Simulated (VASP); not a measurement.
Crystal: CaSe.

```
CELL_PARAMETERS angstrom
0.00000 2.93846 2.93846
2.93846 0.00000 2.93846
2.93846 2.93846 0.00000
ATOMIC_POSITIONS crystal
Ca 0.00000 0.00000 0.00000
Se 0.50000 0.50000 0.50000
```

Base run:

| Property | Result |
| --- | --- |
| Program | VASP 6.6.1 |
| Functional | PBE |
| Potentials or basis | VASP PAW PBE potentials, release 64 (Ca_sv, Se) |
| Cutoff | 520 eV |
| k mesh | 8 × 8 × 8 |
| Occupations | gaussian, width 0.03 eV |
| Spin | no spin polarisation |

Its results: band gap on the k mesh 1.98 eV, indirect (least direct gap 2.93 eV).

Problem. The run is repeated on the same cell with these changes: functional from PBE to TB-mBJ. What comes out?

Solution. Band gap on the k mesh 2.82 eV, indirect (least direct gap 3.67 eV).
